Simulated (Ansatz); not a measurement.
This geometry of CH₄N₂O (8 atoms, charge 0, multiplicity 1) is a first-order saddle point.

Theory: RKS PBE-D4/6-31G* in Ansatz 0.2.0.

```xyz
8
Properties=species:S:1:pos:R:3
H -1.612 -0.652 -0.344
N -0.700 -0.896 0.622
C -0.185 0.015 -0.193
N 1.054 0.595 -0.204
O -1.087 0.287 -1.100
H -0.160 -1.418 1.319
H 1.130 1.433 -0.777
H 1.560 0.635 0.677
```

**Question.** Which two structures does it join? (They come from a converged band through this point; their orientation in space is the band's.)

**Answer.** Bonds broken: H1–N2. Bonds formed: H1–O5.

First end point:

```xyz
8
Properties=species:S:1:pos:R:3
H -1.634 -1.157 0.284
N -0.769 -0.710 0.583
C -0.275 0.162 -0.392
N 1.054 0.542 -0.175
O -0.942 0.556 -1.347
H -0.100 -1.364 0.993
H 1.313 1.347 -0.744
H 1.353 0.625 0.797
```

Last end point:

```xyz
8
Properties=species:S:1:pos:R:3
H -1.871 -0.323 -0.861
N -0.557 -1.040 0.802
C -0.208 -0.140 -0.048
N 1.006 0.518 -0.215
O -1.087 0.249 -1.018
H 0.205 -1.255 1.458
H 0.947 1.386 -0.748
H 1.567 0.605 0.630
```

**Question.** How far does it lie above each of them?

**Answer.** 1.87 eV above the first and 1.10 eV above the second. This is the barrier of this one path; another mechanism may lie lower. The orbitals stay closed-shell, which can raise the energy where a bond breaks towards radicals; this wasn't checked here.

Time of the run: 2.1 min on 1 thread of Arm Neoverse V1, with other jobs on the host, peak memory 0.12 GiB.
